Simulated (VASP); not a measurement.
# Ti₃Al, self-consistent run: which settings are enough?

Ti₃Al, Fm-3m (no. 225), 4 atoms in the cell. PBE; PAW potentials Ti_sv, Al (PBE set). VASP 6.6.1.

Wanted: energy within 0.2 meV/atom; Fermi level within 0.005 eV.

What the run is for: comparing ways to start; Accuracy asked: tight.

POSCAR:
```
Ti3Al
1.0
    0.0000000000      3.2317810000      3.2317810000
    3.2317810000      0.0000000000      3.2317810000
    3.2317810000      3.2317810000      0.0000000000
Ti Al
3 1
Direct
    0.0000000000      0.0000000000      0.0000000000
    0.2500000000      0.2500000000      0.2500000000
    0.7500000000      0.7500000000      0.7500000000
    0.5000000000      0.5000000000      0.5000000000
```

## How the run starts (with a second run first, the time holds both)

| How the run starts (with a second run first, the time holds both) | Energy less reference (meV/atom) | Fermi level (eV) | Time (s) |
|---|---|---|---|
| from scratch: 15 SCF iterations | 0.00 | 8.0939 | 22 |
| density of a coarse mesh (ICHARG 1): 15 + 11 SCF iterations | 0.00 | 8.0939 | 26 |
| orbitals of a lower cutoff (ISTART 1): 15 + 8 SCF iterations | 0.00 | 8.0940 | 34 |
| orbitals of a loose run: 11 + 7 SCF iterations | 0.00 | 8.0939 | 21 |

Chosen: from scratch: 15 SCF iterations; no other choice that stays within the tolerance saves 30 % of the time.

The chosen settings are those of the reference run.

## The input

INCAR:
```
ALGO = Normal
EDIFF = 1E-6
ENCUT = 400
GGA = PE
GGA_COMPAT = F
ISIF = 2
ISMEAR = 1
LASPH = T
LCHARG = F
LREAL = F
LWAVE = F
NELM = 120
PREC = Accurate
SIGMA = 0.1
```

KPOINTS:
```
k-points
0
Gamma
  9 9 9
```

Commands:
```
cat potpaw_PBE.64/Ti_sv/POTCAR potpaw_PBE.64/Al/POTCAR > POTCAR
mpirun -np 1 vasp_std > vasp.out
```

The chosen input took VASP 6.6.1 22 s on 1 core (Intel Xeon 6975P-C (Granite Rapids)), a shared host.

## An input that fails: restart asked without its files

VASP's message: ERROR: charge density could not be read from file CHGCAR for ICHARG>10.

Changes against the starting input:
```
- NELM = 120
+ NELM = 60
+ ICHARG = 11
```
